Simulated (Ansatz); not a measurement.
G0W0 rungs for InSe (GaSe-type monolayer).

The cell holds 4 atoms: 2 In and 2 Se. Cell: a = 4.085 Å, b = 4.085 Å, c = 33.900 Å, α = 90.0°, β = 90.0°, γ = 120.0°. Vacuum lies along c.

```xyz
4
Lattice="4.0851 0.0000 0.0000 -2.0425 3.5378 0.0000 0.0000 0.0000 33.9000" Properties=species:S:1:pos:R:3
In    0.0000    2.3585   18.3624
In    0.0000    2.3585   15.5376
Se    2.0425    1.1793   19.6365
Se    2.0425    1.1793   14.2635
```

The structure was relaxed with PBE. The runs that relaxed it are not among those shown.

Runs so far (Ansatz 0.2.0, start PBE, PAW set soft_1 files, 6×6×1 mesh). Times are wall times on 1 × NVIDIA H100 80GB HBM3 (shared by 6 runs) with 2 threads of AMD EPYC 7R13 (Zen 3), shared host, good to a factor of about two.

```tsv
bands summed	cutoff (eV)	gap on the mesh (eV)	time
239	33	2.552	14 s
625	66	2.566	47 s
```

Question: What should the next rung give, with 1312 bands and screening to 110 eV, and where is the limit?

The error falls about as one over the bands when the cutoff rises with them. A line through the two highest rungs given predicts 2.571 eV; the run gave 2.575 eV, close to it. The two highest rungs put the limit near 2.582 eV, the pair below near 2.575 eV; their difference is a rough measure of what is unsettled in bands and cutoff; the mesh is a separate error.

Gaps are over the mesh's points; an edge off the mesh would be missed. Limits: not at the basis limit; coarse mesh for a sheet; no spin-orbit coupling.

[Paths, hosts, dates, memory and timing lines, banners, echoed tables and standing remarks are left out of the program output.]

[Logs are printed without paths, hosts, clocks, repeated set-up lines and the standing remarks that a program may print on its own settings, such as how far it seeks lower states.]

[Runs of the session that timed out or met a known fault of the program may be left out.]

[Cells called generated may have been cut or substituted from an entry of the Crystallography Open Database or the Materials Project.]

[Hosts, paths, dates, database ids (printed as entryN), source tags and the programs' standing remarks are cut or masked in the printed files.]
